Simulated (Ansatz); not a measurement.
**ZrS₂ (P-3m1) at 3 levels of theory**

One geometry, relaxed with PBE; plane waves with PAW potentials in Ansatz, scalar-relativistic. No spin polarisation. Gaps are the least over mesh and band path; pressure is positive in compression, and isn't given for hybrids.

```xyz
3
Lattice="3.6852 0.0000 0.0000 -1.8426 3.1915 0.0000 0.0000 0.0000 6.7573" Properties=species:S:1:pos:R:3 pbc="T T T"
Zr    0.0000    0.0000    0.0000
S     0.0000    2.1277    1.4484
S     1.8426    1.0638    5.3090
```

| level | cutoff (eV) | k mesh | gap (eV) | pressure (GPa) |
| --- | --- | --- | --- | --- |
| PBE | 420 | 12×12×4 | 1.14 | 0.0 |
| r2SCAN | 500 | 12×12×4 | 1.46 | -0.4 |
| HSE06 | 420 | 6×6×4 | 1.95 | - |

The cell holds layers, chains or molecules and no dispersion correction was added, so their binding is poorly described.

It was relaxed from a cell as deposited in COD.
